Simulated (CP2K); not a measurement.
A run of CP2K 2026.2:

The input sio2_charges.inp:

```
&GLOBAL
  PROJECT sio2_charges
  RUN_TYPE ENERGY_FORCE
  PRINT_LEVEL LOW
&END GLOBAL
&FORCE_EVAL
  METHOD QS
  STRESS_TENSOR ANALYTICAL
  &DFT
    BASIS_SET_FILE_NAME BASIS_MOLOPT
    POTENTIAL_FILE_NAME GTH_POTENTIALS
    &MGRID
      CUTOFF 700
      REL_CUTOFF 60
      NGRIDS 4
    &END MGRID
    &QS
      METHOD GPW
      EPS_DEFAULT 1.0E-9
    &END QS
    &KPOINTS
      SCHEME MONKHORST-PACK 5 5 5
      GAMMA_CENTERED T
      SYMMETRY T
      SYMMETRY_BACKEND SPGLIB
    &END KPOINTS
    &SCF
      SCF_GUESS ATOMIC
      EPS_SCF 1.0E-6
      MAX_SCF 100
      ADDED_MOS 30
      CHOLESKY OFF
      EPS_EIGVAL 1.0E-7
      &DIAGONALIZATION ON
        ALGORITHM STANDARD
      &END DIAGONALIZATION
      &MIXING ON
        METHOD BROYDEN_MIXING
        ALPHA 0.4
        BETA 1.5
        NBUFFER 8
      &END MIXING
      &SMEAR ON
        METHOD FERMI_DIRAC
        ELECTRONIC_TEMPERATURE [K] 580.226
      &END SMEAR
    &END SCF
    &XC
      &XC_FUNCTIONAL
        &GGA_X_PBE
        &END GGA_X_PBE
        &GGA_C_PBE
        &END GGA_C_PBE
      &END XC_FUNCTIONAL
    &END XC
    &PRINT
      &KPOINTS ON
      &END KPOINTS
      &MULLIKEN ON
      &END MULLIKEN
      &MO ON
        ENERGIES T
        OCCUPATION_NUMBERS T
        &EACH
          QS_SCF 0
        &END EACH
        ADD_LAST NUMERIC
      &END MO
      &LOWDIN ON
      &END LOWDIN
      &HIRSHFELD ON
        SHAPE_FUNCTION DENSITY
      &END HIRSHFELD
      &VORONOI ON
        VORONOI_RADII UNITY
      &END VORONOI
    &END PRINT
  &END DFT
  &SUBSYS
    &CELL
      ABC 8.7437716289 7.7316286828 5.2735853123
      ALPHA_BETA_GAMMA 82.1517235830 61.1589774850 36.6892989307
      PERIODIC XYZ
    &END CELL
    &COORD
      SCALED
      Si  0.9367689200 0.9367689200 0.5632310800
      Si  0.6867689200 0.6867689200 0.3132310800
      Si  0.3132310800 0.3132310800 0.6867689200
      Si  0.5632310800 0.5632310800 0.9367689200
      O   0.0634396000 0.4365604000 0.0634396000
      O   0.4365604000 0.0634396000 0.4365604000
      O   0.8134396000 0.1865604000 0.8134396000
      O   0.1865604000 0.8134396000 0.1865604000
      O   0.1250000000 0.6250000000 0.6250000000
      O   0.6250000000 0.6250000000 0.6250000000
      O   0.6250000000 0.6250000000 0.1250000000
      O   0.6250000000 0.1250000000 0.6250000000
    &END COORD
    &KIND Si
      BASIS_SET DZVP-MOLOPT-SR-GTH-q4
      POTENTIAL GTH-PBE-q4
    &END KIND
    &KIND O
      BASIS_SET DZVP-MOLOPT-SR-GTH-q6
      POTENTIAL GTH-PBE-q6
    &END KIND
    &PRINT
      &ATOMIC_COORDINATES ON
      &END ATOMIC_COORDINATES
      &CELL ON
      &END CELL
    &END PRINT
  &END SUBSYS
  &PRINT
    &FORCES ON
    &END FORCES
    &STRESS_TENSOR ON
    &END STRESS_TENSOR
  &END PRINT
&END FORCE_EVAL
```

Potentials or basis: GTH_POTENTIALS Si GTH-PBE-q4, O GTH-PBE-q6; DZVP-MOLOPT-SR-GTH basis.

Run with:

```bash
$ OMP_NUM_THREADS=1 mpirun -n 2 cp2k.psmp -i sio2_charges.inp -o sio2_charges.out
```

Hardware: 2 MPI ranks on Arm Neoverse V1, on a shared host.

Question: Estimate the wall time of this run.

Answer: Run time: 54 s on 2 MPI ranks on Arm Neoverse V1, on a shared host. Counts: scf iterations 17, k points 27, basis 156, bands 62, force evaluations 1.
